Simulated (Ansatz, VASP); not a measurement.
# Two plane-wave programs on Ca

```
CELL_PARAMETERS angstrom
3.77019 0.00000 0.00000
-1.88510 3.26508 0.00000
0.00000 0.00000 3.48782
ATOMIC_POSITIONS crystal
Ca 0.00000 0.00000 0.00000
```

Alike in both runs: functional r2SCAN; k mesh 18 × 18 × 16; occupations gaussian, width 0.1 eV; no spin polarisation.

Ansatz relaxed the structure, and its values are those at the end. VASP's run is a single point on that final structure, the one shown.

|  | VASP | Ansatz |
| --- | --- | --- |
| version | VASP 6.6.1 | Ansatz 0.2.0 |
| potentials or method | VASP PAW PBE potentials, release 64 (Ca_sv) | scalar-relativistic, plane waves, PAW |
| plane-wave cutoff (eV) | 520 | 500 |
| valence electrons in the cell | 10 | 10 |

|  | VASP | Ansatz | Ansatz less VASP |
| --- | --- | --- | --- |
| gap on the k mesh at the Fermi level (eV) | none | none | - |
| pressure (GPa) | 0.1 | 0.0 | -0.04 |

A gap of «none» marks a metal or a gap that the smearing closes.

Caveats: the PAW data sets were made with another functional, which shifts forces and pressure a little (VASP).
